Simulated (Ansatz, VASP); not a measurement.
# Ru in VASP and in Ansatz

INCAR

```
PREC = Accurate ; ENCUT = 520
EDIFF = 1E-6 ; ISMEAR = 0
SIGMA = 0.15 ; LREAL = False
LASPH = True ; NELM = 80
ALGO = Fast ; ISIF = 2
LWAVE = False ; LCHARG = False
GGA = PS ; NBANDS = 21
```

File KPOINTS:

```
Automatic mesh
0
Gamma
  21 21 12
```

Contents of POSCAR:

```
Ru
1.0
    2.6734245348      0.0000000000      0.0000000000
   -1.3367122674      2.3152535622      0.0000000000
    0.0000000000      0.0000000000      4.5795762280
Ru
2
Direct
    0.3333333333      0.6666666667      0.2500000000
    0.6666666667      0.3333333333      0.7500000000
```

Input for Ansatz:

```yaml
crystal:
  lattice:
    - [2.6734245348, 0.0, 0.0]
    - [-1.3367122674, 2.3152535622, 0.0]
    - [0.0, 0.0, 4.579576228]
  atoms:
    - { symbol: Ru, position: [0.3333333333, 0.6666666667, 0.25] }
    - { symbol: Ru, position: [0.6666666667, 0.3333333333, 0.75] }
basis:
  ecutwfc: 420
kpoints:
  mp_grid: { grid: [21, 21, 12] }
hamiltonian:
  xc: pbesol
  pseudopotentials: { kind: paw, azcp: { folder: soft_1 } }
scf:
  occupations: { method: gaussian, width: 0.15 }
output:
  forces: true
  stress: true
  eigenvalues: true
```

Alike in both runs: task single point; functional PBEsol; k mesh 21 × 21 × 12; occupations gaussian, width 0.15 eV; no spin polarisation.

|  | VASP | Ansatz |
| --- | --- | --- |
| version | VASP 6.6.1 | Ansatz 0.2.0 |
| potentials or method | VASP PAW PBE potentials, release 64 (Ru_pv) | scalar-relativistic, plane waves, PAW |
| plane-wave cutoff (eV) | 520 | 420 |
| valence electrons in the cell | 28 | 32 |

|  | VASP | Ansatz | Ansatz less VASP |
| --- | --- | --- | --- |
| gap on the k mesh at the Fermi level (eV) | none | none | - |
| pressure (GPa) | -17.2 | -17.1 | +0.10 |
| largest component of the traceless stress (GPa) | 22.33 | 22.37 | +0.039 |

A gap of «none» marks a metal or a gap that the smearing closes. The functional is the same, so the differences come from potentials, cutoffs and numerics. The two sets of potentials don't hold the same shells in valence. Ansatz warned: «pseudo_functional_mismatch».

Caveats: so large a pressure means that the cell lies far from this level's equilibrium, or that cutoff or potentials fall short (VASP); the potentials were made for another functional, which shifts forces and pressure (VASP).
